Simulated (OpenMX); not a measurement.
CdTe under changes of volume

One of the cells (32.922 Å³/atom); the others are scaled copies at fixed shape and fractional positions:

```
CELL_PARAMETERS angstrom
0.00000 3.20500 3.20500
3.20500 0.00000 3.20500
3.20500 3.20500 0.00000
ATOMIC_POSITIONS crystal
Te 0.75000 0.75000 0.75000
Cd 0.00000 0.00000 0.00000
```

```yaml
Program: OpenMX 3.8.5
Functional: PBE
Potentials_or_basis: OpenMX 2013 PBE set, Te7.0-s3p3d2f1, Cd7.0-s3p2d2f1, fixed grid of 50 × 50 × 50 points
k_mesh: 7 × 7 × 7
Occupations: fermi-dirac, width 0.05 eV
Spin: no spin polarisation
```

| volume (Å³/atom) | energy over the lowest point (meV/atom) | gap on the mesh (eV) |
| --- | --- | --- |
| 30.947 | 119.69 | 1.26 |
| 31.605 | ? | ? |
| 32.263 | 59.92 | 1.12 |
| 32.922 | 38.48 | 1.05 |
| 33.580 | 21.48 | 0.99 |
| 34.239 | 8.71 | 0.92 |
| 34.897 | 0.00 | 0.86 |

What does the run at 31.605 Å³/atom give?

Energy over the lowest point 86.78 meV/atom; gap on the mesh 1.19 eV.

Worked out: A Birch-Murnaghan fit of order 3 (a polynomial in V^(-2/3)) to the other rows has no minimum within the range. It gives 86.90 meV/atom at 31.605 Å³/atom, against the run's 86.78. A straight line through the other rows of the gap, of slope -3.33 eV per unit of ln V (its deformation potential), gives 1.19 eV, against the run's 1.19.

Energies are extrapolated to zero smearing.

Caveats: spin-orbit coupling is left out, which moves the levels of the heavy elements; the basis of atomic orbitals isn't converged, which shifts pressures, moduli and gaps.
